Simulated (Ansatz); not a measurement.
Wanted: the native input for an Ansatz 0.2.0 run.

| Item | Value |
| --- | --- |
| Task | relaxation of cell and atoms |
| Functional | r2SCAN |
| Potentials or basis | Ansatz PAW |
| Cutoff | 500 eV (not typed: the program's choice for these potentials) |
| k mesh | 7 × 7 × 7 |
| Occupations | fermi-dirac, width 0.05 eV |
| Spin | no spin polarisation |
| Hubbard terms | Cu d U = 2 eV |
| Hubbard projectors | ortho-atomic (the default) |
| Double counting | fll (the default) |

ZnCu2SnS4:

```
Sn Zn Cu S
1.0
    -2.71710    2.71710    5.42480
     2.71710   -2.71710    5.42480
     2.71710    2.71710   -5.42480
Sn Zn Cu S
1 1 2 4
Direct
  0.50000 0.50000 0.00000
  0.25000 0.75000 0.50000
  0.75000 0.25000 0.50000
  0.00000 0.00000 0.00000
  0.62799 0.62839 0.51280
  0.88481 0.37201 0.00040
  0.11559 0.11519 0.48720
  0.37161 0.88441 0.99960
```

One way to write it, as run:

input.yaml

```yaml
crystal:
  lattice:
    - [-2.7171, 2.7171, 5.4248]
    - [2.7171, -2.7171, 5.4248]
    - [2.7171, 2.7171, -5.4248]
  atoms:
    - { symbol: Sn, position: [0.5, 0.5, 0.0] }
    - { symbol: Zn, position: [0.25, 0.75, 0.5] }
    - { symbol: Cu, position: [0.75, 0.25, 0.5] }
    - { symbol: Cu, position: [0.0, 0.0, 0.0] }
    - { symbol: S, position: [0.62799, 0.62839, 0.5128] }
    - { symbol: S, position: [0.88481, 0.37201, 0.0004] }
    - { symbol: S, position: [0.11559, 0.11519, 0.4872] }
    - { symbol: S, position: [0.37161, 0.88441, 0.9996] }
hamiltonian:
  xc: r2scan
  pseudopotentials: { kind: paw }
  hubbard: { sites: [{ species: Cu, l: d, u_eff: 2.0 }] }
kpoints:
  mp_grid: { grid: [7, 7, 7] }
scf:
  occupations: { method: fermi_dirac, width: 0.05 }
output:
  forces: true
  stress: true
  eigenvalues: true
  write_density: true
  write_potential: true
  elf: true
  volumetric_format: npy
relax:
  f_tol: 0.01
  max_steps: 40
  cell: { stress_tol: 0.05 }
```

Potentials or basis: Ansatz PAW.

Run with:

```console
$ ansatz run input.yaml --threads 4 --pin off --max-ram 11264MiB --backend cpu --events-out ev --progress --plain --runs-dir out
```

It gave:

```yaml
Relaxed_volume: 19.91 Å³/atom
Relaxed_cell: a = 6.635 Å, b = 6.635 Å, c = 6.635 Å, α = 131.75°, β = 131.75°, γ = 70.63°
Space_group_after_relaxing_to_0.05_Å: I-4 (No. 82)
Energy_gained_by_relaxing: 2.3 meV/atom
Ionic_steps: 5
Pressure_after_relaxing: 0.0 GPa
Band_gap_on_the_k_mesh: 0.79 eV, direct
```

Caveat: odd divisions of the mesh miss points on the zone boundary, where band edges often lie, so the gap on the mesh can be too wide; the plane-wave basis is chosen anew once the cell has moved, so the energies of steps on either side of that aren't comparable; spin-orbit coupling is left out, which moves the levels of the heavy elements; the PAW data sets come from PBE, with cores solved anew for the run's functional, which leaves a small shift of forces and pressure.

Wall time 2.3 min on 4 threads of Arm Neoverse V2 (shared host), peak memory 1.5 GiB.
